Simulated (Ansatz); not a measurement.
Y:

```xyz
2
Lattice="3.6474 0.0000 0.0000 -1.8237 3.1587 0.0000 0.0000 0.0000 5.7306" Properties=species:S:1:pos:R:3 pbc="T T T"
Y     1.8237    1.0529    4.2980
Y     0.0000    2.1058    1.4326
```

| Quantity | Value |
| --- | --- |
| Program | Ansatz 0.2.0 |
| Task | relaxation of cell and atoms |
| Functional | RPBE |
| Potentials or basis | Ansatz PAW |
| Cutoff | 420 eV (not typed: the program's choice for these potentials) |
| k mesh | 8 × 8 × 5 |
| Occupations | fermi-dirac, width 0.05 eV |
| Spin | no spin polarisation |

At the start: volume 33.01 Å³/atom.

Problem. How do energy, volume and symmetry change on relaxing?

Solution. It ends after 4 steps and the volume is 34.19 Å³/atom (+3.6 %); space group P6_3/mmc (No. 194, to 0.05 Å).

Step by step:
```tsv
step	energy change (eV)	largest force (eV/Å)	volume (Å³)
1	0.0000	0.0000	66.02
2	-0.0102	0.0000	68.40
3	-0.0103	0.0000	68.37
4	-0.0103	0.0000	68.37
```

Final structure:
```yaml
crystal:
  lattice:
    - [3.69782, 0.00000, 0.00000]
    - [-1.84891, 3.20241, 0.00000]
    - [0.00000, 0.00000, 5.77357]
  atoms:
    - { symbol: Y, position: [0.66667, 0.33333, 0.75000] }
    - { symbol: Y, position: [0.33333, 0.66667, 0.25000] }
```

Caveat: the plane-wave basis is chosen anew once the cell has moved, so the energies of steps on either side of that aren't comparable; the PAW data sets come from PBE, with cores solved anew for the run's functional, which leaves a small shift of forces and pressure.
